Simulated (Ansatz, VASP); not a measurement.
## GaN in VASP and in Ansatz

```
CELL_PARAMETERS angstrom
0.00000 2.29670 2.29670
2.29670 0.00000 2.29670
2.29670 2.29670 0.00000
ATOMIC_POSITIONS crystal
Ga 0.00000 0.00000 0.00000
N 0.25000 0.25000 0.25000
```

Alike in both runs: task single point; functional PBE; k mesh 8 × 8 × 8; no spin polarisation.

|  | VASP | Ansatz |
| --- | --- | --- |
| version | VASP 6.6.1 | Ansatz 0.2.0 |
| potentials or method | VASP PAW PBE potentials, release 64 (Ga_d, N) | plane waves, PAW |
| plane-wave cutoff (eV) | 520 | 420 |
| occupations | gaussian, width 0.01 eV | fixed |
| valence electrons in the cell | 18 | 18 |

```csv
,VASP,Ansatz,Ansatz less VASP
gap on the k mesh at the Fermi level (eV),1.36,1.35,-0.005
pressure (GPa),-4.6,-4.8,-0.14
```
